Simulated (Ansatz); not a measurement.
Runs of Ansatz 0.2.0 on C. The structure is cubic, space group Fd-3m (No. 227). Conventional cell: a = 3.567 Å, b = 3.567 Å, c = 3.567 Å, α = 90.00°, β = 90.00°, γ = 90.00°. C (site symmetry -43m) has 4 C at 1.54 Å as nearest neighbours. This isn't the form of C at room conditions, which is graphite.

```tsv
task	level	potentials or basis	cell	k mesh	cutoff (eV)	smearing	driver	q mesh	points for each segment of the path	optimizer	fmax	other keys	mesh quality	gap on the mesh (eV)	pressure (GPa)
density of states	HSE06	Ansatz PAW	as given	7 × 7 × 7	420	cold 0.15 eV	-	-	-	-	-	-	coarse	5.41	-8.2
Berry-phase polarisation	PBEsol+D3(BJ)+ATM	Ansatz PAW polarizable	as given	13 × 13 × 13	420	fixed	chain	-	-	-	-	scf.convergence.dr2_threshold = 1e-08	not flagged	4.02	-7.7
phonons	r2SCAN+d4	JTH PAW	volume scaled by 0.88	12 × 12 × 12	780	methfessel-paxton 0.025 eV	chain	2 × 2 × 2	8	-	-	hamiltonian.dispersion = d4; …	not flagged	(b)	-
relaxation of cell and atoms	revPBE+D3(BJ)	SPMS NC	relaxed	11 × 11 × 11	1034	methfessel-paxton 0.1 eV	calculator	-	-	BFGS	0.03	-	not flagged	(a)	0.1
electron localisation function	r2SCAN+D4	as the typed override names	as given	13 × 13 × 13	1200	gaussian 0.05 eV	chain	-	-	-	-	hamiltonian.xc = r2scan; hamiltonian.pseudopotentials = kind nc	not flagged	(c)	-4.7
density of states	HSE06	Ansatz PAW	as given	7 × 7 × 7	420	cold 0.15 eV	chain	-	-	-	-	-	coarse	5.41	-8.2
single point	CAM-B3LYP	Ansatz PAW accurate	as given	8 × 8 × 8	800	fixed	calculator	-	-	-	-	accuracy = high; scf.initial_density.chi_scale = 0.3; …	not flagged	8.64	-6.0
```

Alike in all rows: no spin polarisation.

Question: Estimate the missing entries.

Answer: (a) 4.27; (b) 4.64; (c) 4.37.

Caveats: some runs use coarse meshes; odd divisions of the mesh miss points on the zone boundary, where band edges often lie, so the gap on the mesh can be too wide (some runs); the thresholds are loose for stress (some runs); the potentials were made for another functional, which shifts forces and pressure (some runs); the PAW data sets come from PBE, with cores solved anew for the run's functional, which leaves a small shift of forces and pressure (some runs); the PAW data sets were made with another functional, which shifts forces and pressure a little (some runs).

A k mesh can miss the band edges.
